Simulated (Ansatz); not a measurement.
# Dielectric function and optical constants of CaS (Oldhamite), part 2 of 2

Wanted: where CaS (Oldhamite) starts to absorb, how strongly, and its refractive index. The cell comes from an older database entry, whose edges can differ from later determinations, mostly by under a per cent.

Ansatz 0.2.0; DFT, PBE, plane-wave PAW, default files, scalar-relativistic, independent-particle optical response without local fields.

So far, electronic dielectric constant ε∞, mean over x, y and z (by symmetry where fewer were run): step 3 (spectrum) 5.46.

The database entry behind the starting cell differs from later determinations by our own check (0.1 to 0.3 % short, probably kX units), so it need not match the best structure at ambient conditions.

## 4. Static response with local fields

A static field by perturbation theory: the induced potential is included, and the Born charges come with it.

This step: DFT, PBE, plane-wave PAW, default files, scalar-relativistic, static field response by perturbation theory with local fields (Ansatz 0.2.0).

input.yaml reads:

```yaml
crystal:
  lattice:
    - [0.0, 2.843, 2.843]
    - [2.843, 0.0, 2.843]
    - [2.843, 2.843, 0.0]
  atoms:
    - { symbol: Ca, position: [0.0, 0.0, 0.0] }
    - { symbol: S, position: [0.5, 0.5, 0.5] }
kpoints:
  mp_grid: { grid: [7, 7, 7] }
scf:
  occupations: { method: fixed }
hamiltonian:
  xc: pbe
  pseudopotentials: { kind: paw }
dielectric: {}
```

Started as:

```
> ansatz run input.yaml --threads 2 --pin off --max-ram 5120MiB --backend cpu --events-out ev --progress --plain --runs-dir out
```

Numbers of over 12 decimals in the logs are rounded to 6 here.

The log of the run:

```text
[...]
Crystal: 2 atoms, lattice volume = 45.958 Å³
Basis set: ecut = 420 eV, 893 PW (Γ), exchange–correlation on 54×54×54 points (8 copies of the dense FFT grid, shifted against one another)
Bands: 12, of which v1, the nominal top of the filled ones, is band 8 counted from 1 (7 counted from 0)
Symmetry: 48 space group operations
k-points: 40 of 343 (irreducible under 8 space group operations, time reversal used)
[...]
SCF iter   1: F=—  HF=-2723.260604 eV  |F-HF|=—  |Δ(HF+E_count)|=         —  Δρ=3.69e-4  dr2=3.95e-5  ethr=1.77e-3  ⟨swp⟩=4.4  Hψ=2711  notcnv=0  defer=20
[...]
SCF iter   9: F=-2723.260436 eV  HF=-2723.260436 eV  |F-HF|=2.05e-11  |Δ(HF+E_count)|=  1.13e-10  Δρ=1.66e-7  dr2=2.32e-11  ethr=1.00e-12  ⟨swp⟩=4.4  Hψ=1993  notcnv=0
SCF 1 converged in 9 iterations: F = -2723.260436 eV  dr2 = 2.32e-11
[...]
DFPT response loops at Γ: preconditioner auto → none (the input reference at scf.mixing.eps_inf says where Resta's filter doesn't serve); β = 0.50; Broyden in place of MSR1
── the response to a field inside a basis, on 8×8×8 k-points: an SCF that follows is theirs, and a resumed run solves both again ──
Bands: 9, of which v1, the nominal top of the filled ones, is band 8 counted from 1 (7 counted from 0)
k-points: 60 of 512 (irreducible under 12 space group operations)
[...]
Eigensolver: Dense (60 Hₖ)
SCF iter   1: F=—  HF=-2723.258946 eV  |F-HF|=—  |Δ(HF+E_count)|=         —  Δρ=7.99e-5  dr2=5.22e-7  ethr=1.00e-1
[...]
SCF iter   3: F=-2723.258948 eV  HF=-2723.258948 eV  |F-HF|=1.05e-8  |Δ(HF+E_count)|=   4.96e-7  Δρ=6.30e-6  dr2=2.33e-8  ethr=7.16e-10
SCF 1 converged in 3 iterations: F = -2723.258948 eV  dr2 = 2.33e-8
[...]
SCF converged after 9 iterations
Free energy (F): -2723.260436 eV
[...]
Internal energy: -2723.260436 eV  (E = F + TS)
E sigma→0 (E₀):  -2723.260436 eV
Fermi energy:    6.018163 eV
[...]
--- Band table (eV; the first three rows and the last of 40) ---
  k-point 0: bands = [... 4 lower, -5.3171, 6.0182, 6.0182, 6.0182, 10.1814, 10.1814, 10.1814, 10.2022]
  k-point 1: bands = [... 4 lower, -5.1772, 5.1958, 5.7331, 5.7331, 10.1849, 10.4751, 10.4751, 11.1618]
  k-point 2: bands = [... 4 lower, -4.8423, 3.8822, 5.2272, 5.2272, 10.3965, 11.2043, 11.2043, 12.5424]
  k-point 39: bands = [... 4 lower, -4.5684, 4.0559, 4.1335, 4.7291, 10.4250, 11.3767, 12.2119, 12.5515]
--- Dielectric response (ions clamped): 3 representative field directions + reference, inside a basis on a mesh of 512 k-points (Σ response iterations 12) ---
  ε∞ (high-frequency dielectric tensor):
        5.016301     0.000000     0.000000
        0.000000     5.016301     0.000000
        0.000000     0.000000     5.016301
  Born effective charges Z* (e; rows j = field, columns β = displacement):
    site 0:
         2.36155    0.00000   -0.00000
        -0.00000    2.36155   -0.00000
         0.00000   -0.00000    2.36155
    site 1:
        -2.36155   -0.00000    0.00000
         0.00000   -2.36155    0.00000
        -0.00000    0.00000   -2.36155
  Z* charge neutrality: 6.155e-4 e pre-enforcement
  solved inside a basis spanned on kpoints, on 8×8×8 k-points, its susceptibility summed on 12×12×12: ε∞ is read to err by 1.2e-2, Z* by 1.1e-2 e (field_mesh: kpoints solves on kpoints); Z* is corrected for what the basis lacks
```

It took 12 s on 2 threads of Arm Neoverse V2, shared host; peak memory 0.38 GiB.

Numbers from this step:

```
electronic dielectric constant ε∞, mean over x, y and z (by symmetry where fewer were run) : 5.016
```

ε∞ with local fields:

```
5.02 0.00 0.00
0.00 5.02 0.00
0.00 0.00 5.02
```

Diagonal elements. Born, by row:

```csv
atom,Z*xx (e),Z*yy (e),Z*zz (e)
Ca1,2.362,2.362,2.362
S2,-2.362,-2.362,-2.362
```

Mean Born charges are Ca +2.36 and S -2.36, against formal valences of +2 and -2. The largest lies a little above its ionic value.

## 5. Summary of results

| Item | Value |
| --- | --- |
| gap on the path | 2.35 eV |
| least direct gap on the path | 3.16 eV |
| electronic dielectric constant ε∞, mean over x, y and z (by symmetry where fewer were run) (independent particles) | 5.46 |
| absorption onset, first axis (α over 10⁴ cm⁻¹, or the direct gap if that lies higher) | 3.19 eV |
| main peak of Im epsilon, first axis | 6.25 eV |
| centre of weight of the strongest loss peak in the window, first axis | 17.3 eV |
| photocurrent from vertical transitions in a film 500 nm thick on a perfect mirror (two passes), AM1.5G, no front reflection, all carriers collected | 1.09 mA/cm² |
| electronic dielectric constant ε∞, mean over x, y and z (by symmetry where fewer were run) (static response with local fields) | 5.02 |

**Reading.** At this level (PBE, independent particles) CaS has ε∞ = 5.46 (5.02 with local fields) and n = 2.36 at 1550 nm; absorption sets in near 3.2 eV, and Im ε peaks at 6.2 eV. The gap is indirect (2.35 eV), so absorption without phonons can begin only at the direct gap of 3.16 eV. Lines 0.1 eV wide carry a tail of absorption under the direct gap, past the threshold already at 3.10 eV. Absorption passes 10⁴ cm⁻¹ from the direct gap on, 3.19 eV, inside the visible range. The strongest loss structure up to 20 eV has its centre of weight at 17.3 eV; a free-electron gas of the 12.3 electrons in the f-sum would put its plasmon at 19.2 eV. The f-sum over the summed bands holds 12.3 of the cell's 16 electrons outside the frozen cores, 8 of which lie in bands more than 12 eV below the Fermi level, whose transitions come at higher energies. Up to 20 eV the strength has a mean oscillator energy of 7.1 eV, close to the main peak. A film 1 µm thick would pass 68 % of daylight and look colourless, dimmed by reflection in transmission (x = 0.318, y = 0.335). With local fields and the functional's kernel the static response is 5.02 against 5.46 for independent particles (-8 %). In the base spectrum excitons and phonon-assisted transitions are missing, and so are local fields; PBE gaps are as a rule too small, which pulls the onset down and ε∞ up. In the base run ε includes the program's bounded estimate of what the bands above those summed add.

[Logs are printed without paths, hosts, clocks, repeated set-up lines and the standing remarks that a program may print on its own settings, such as how far it seeks lower states.]

[Hosts, paths, dates, database ids (printed as entryN), source tags and the programs' standing remarks are cut or masked in the printed files.]
